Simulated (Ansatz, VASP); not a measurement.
Os: VASP beside Ansatz

```xyz
2
Lattice="0.0000 2.7777 2.7777 2.7777 0.0000 2.7777 2.7777 2.7777 0.0000" Properties=species:S:1:pos:R:3 pbc="T T T"
Os    0.6944    0.6944    0.6944
Os    4.8609    4.8609    4.8609
```

Alike in both runs: task single point; functional BLYP; k mesh 11 × 11 × 11; occupations fermi-dirac, width 0.1 eV; no spin polarisation.

```csv
,VASP,Ansatz
version,VASP 6.6.1,Ansatz 0.2.0
potentials or method,"VASP PAW PBE potentials, release 64 (Os)","plane waves (420 eV) with PAW, scalar-relativistic"
plane-wave cutoff (eV),520,420
valence electrons in the cell,16,32
```

|  | VASP | Ansatz | Ansatz less VASP |
| --- | --- | --- | --- |
| pressure (GPa) | 8.7 | 8.2 | -0.47 |

With one functional, cell and mesh, what is left measures potentials, basis and numerics. The two sets of potentials don't hold the same shells in valence.

Caveats: the PAW data sets were made with another functional, which shifts forces and pressure a little (VASP). Spin-orbit coupling is left out, which matters for the levels of Os.
